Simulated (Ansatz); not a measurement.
Method: DFT PBE, scalar-relativistic, plane waves, PAW in Ansatz 0.2.0. Settings: cutoff 420 eV, Γ-centred meshes spaced at most about 0.3 Å⁻¹, and about 0.25 Å⁻¹ or finer for metals (2π included), Gaussian smearing. No spin polarisation.

All energies are static (0 K, no zero-point motion).

Question: Order these relaxed structures of TePt2 by energy, lowest first, with the energy over the lowest of them.
A.

```
CELL_PARAMETERS angstrom
-2.72060 2.72060 4.02467
2.72060 -2.72060 4.02467
2.72060 2.72060 -4.02467
ATOMIC_POSITIONS crystal
Te 0.25000 0.25000 0.00000
Te 0.75000 0.75000 0.00000
Pt 0.67788 0.17788 0.85575
Pt 0.17788 0.32212 0.50000
Pt 0.32212 0.82212 0.14425
Pt 0.82212 0.67788 0.50000
```

B.

```
CELL_PARAMETERS angstrom
5.47797 0.00000 0.00000
0.00000 4.87091 0.00000
0.00000 0.00000 8.43707
ATOMIC_POSITIONS crystal
Te 0.34588 0.75000 0.37457
Te 0.15412 0.25000 0.87457
Te 0.65412 0.25000 0.62543
Te 0.84588 0.75000 0.12543
Pt 0.35997 0.75000 0.04589
Pt 0.14003 0.25000 0.54589
Pt 0.17432 0.75000 0.72932
Pt 0.32568 0.25000 0.22932
Pt 0.64002 0.25000 0.95411
Pt 0.85998 0.75000 0.45411
Pt 0.82568 0.25000 0.27068
Pt 0.67432 0.75000 0.77068
```

C.

```
CELL_PARAMETERS angstrom
4.69515 0.00000 0.00000
-2.34757 4.06612 0.00000
0.00000 0.00000 2.97460
ATOMIC_POSITIONS crystal
Te 0.00000 0.00000 0.00000
Pt 0.33333 0.66667 0.50000
Pt 0.66667 0.33333 0.50000
```

Answer: B (0 meV/atom), A (62 meV/atom), C (398 meV/atom). Forms: B Pnma; A I4/mcm; C P6/mmm. Counting Te atoms around Pt (those within 1.25 times the shortest such distance or 1.15 times the sum of covalent radii; a plus sign parts nearer from farther groups; a slash parts the counts of unlike sites): B has Pt 2+1/5; A has Pt 4; C has Pt 6. C holds Te–Te chains (shortest 2.97 Å) (bonds between like non-metal atoms; other contacts aren't counted). All come from invented guesses. The lowest form computed isn't among them: it has space group Pmma (No. 51), 24.7 Å³/atom and lies 69 meV/atom below the best shown.

These runs have no spin–orbit coupling, which can matter for Pt and Te. Cells relaxed within their symmetry can be saddle points. Some types were kept out of the candidates beforehand, so the set may lack a known form.
